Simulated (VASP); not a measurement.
# Settings for Hf: energy along a vibration (SMASS = -2)

Hf, Fm-3m (no. 225), atoms displaced along the mode, 2 atoms in the cell. LDA, energy along a line of displacements; PAW potentials Hf_pv (LDA set). VASP 6.6.1.

Wanted: harmonic frequency within 1 %.

Space group without the displacement: Fm-3m (no. 225); Mode: transverse mode at X.

POSCAR of the starting run:
```
Hf
1.0
    2.2200000000      2.2200000000      0.0000000000
   -2.2200000000      2.2200000000      0.0000000000
    0.0000000000      0.0000000000      4.4400000000
Hf
2
Direct
   -0.0090090090      0.0090090090      0.0000000000
    0.5090090090      0.4909909910      0.5000000000

    0.0100000000   0.0000000000   0.0000000000
   -0.0100000000   0.0000000000   0.0000000000
```

The series start from k mesh: 6 × 6 × 5; Cutoff (eV): 290; Step along the mode (Å): 0.02; Precision and projection: Accurate, reciprocal space. Each series keeps the choices made before it, and each single choice may use up half of a tolerance.

## k mesh

| k mesh | Harmonic frequency (THz) | Time (s) |
|---|---|---|
| 3 × 3 × 2 | 3.042 | 7.8 |
| 4 × 4 × 3 | 3.118 | 14 |
| 5 × 5 × 4 | 3.252 | 25 |
| 6 × 6 × 5 | 1.848 | 34 |
| 8 × 8 × 6 | 2.358 | 70 |
| 10 × 10 × 7 | 2.411 | 129 |
| 12 × 12 × 9 (reference) | 2.467 | 242 |

Chosen: 12 × 12 × 9; the next looser run is off by more than half of the tolerance, so convergence isn't shown beyond this value.

## Cutoff (eV)

| Cutoff (eV) | Harmonic frequency (THz) | Time (s) |
|---|---|---|
| 160 | 2.051 | 84 |
| 190 | 2.438 | 102 |
| 220 | 2.458 | 98 |
| 260 | 2.467 | 174 |
| 290 | 2.467 | 242 |
| 330 (reference) | 2.462 | 242 |

Chosen: 220, the loosest value from which every tighter one stays within half of the tolerance.

## Precision and projection

| Precision and projection | Harmonic frequency (THz) | Time (s) |
|---|---|---|
| Accurate, reciprocal space | 2.459 | 103 |
| Normal, reciprocal space | 2.459 | 77 |
| Normal, Auto | 2.457 | 136 |

Chosen: Accurate, reciprocal space; no other choice that stays within half of the tolerance saves 30 % of the time.

Also changed on the way, by series that aren't shown: Step along the mode (Å): 0.04.

## All choices together

| Input | Harmonic frequency (THz) | Time (s) |
|---|---|---|
| defaults on a coarse mesh (naive) | 2.052 | 2.2 |
| chosen settings | 2.459 | 103 |
| reference settings throughout | 2.463 | 216 |

The chosen settings stay within the tolerance of the reference run, but the reference itself isn't shown to be converged in: k mesh.

## The input

INCAR:
```
  ALGO = Normal
  EDIFF = 1E-7
  ENCUT = 220
  GGA = CA
  IBRION = 0
  ISMEAR = 1
  ISYM = 0
  IWAVPR = 11
  KPAR = 2
  LASPH = T
  LCHARG = F
  LREAL = F
  LWAVE = F
  NELMIN = 4
  NSW = 9
  POTIM = 1
  PREC = Accurate
  SIGMA = 0.15
  SMASS = -2
```

KPOINTS:
```
Automatic mesh
0
Gamma
  12 12 9
  0 0 0
```

POSCAR:
```
Hf
1.0
    2.2200000000      2.2200000000      0.0000000000
   -2.2200000000      2.2200000000      0.0000000000
    0.0000000000      0.0000000000      4.4400000000
Hf
2
Direct
   -0.0180180180      0.0180180180      0.0000000000
    0.5180180180      0.4819819820      0.5000000000

    0.0200000000   0.0000000000   0.0000000000
   -0.0200000000   0.0000000000   0.0000000000
```

Commands:
```
cat potpaw_LDA.64/Hf_pv/POTCAR > POTCAR
mpirun -np 2 vasp_std > vasp.out
```

The chosen input took VASP 6.6.1 103 s on 2 cores (Intel Xeon Platinum 8488C (Sapphire Rapids)), a shared host.

## An input that fails: electronic threshold far too loose

It runs to its end, but against the unchanged starting input it is off by 1.7 % in the harmonic frequency.

Changes against the starting input:
```
- EDIFF = 1e-07
- NELMIN = 4
+ EDIFF = 0.1
```
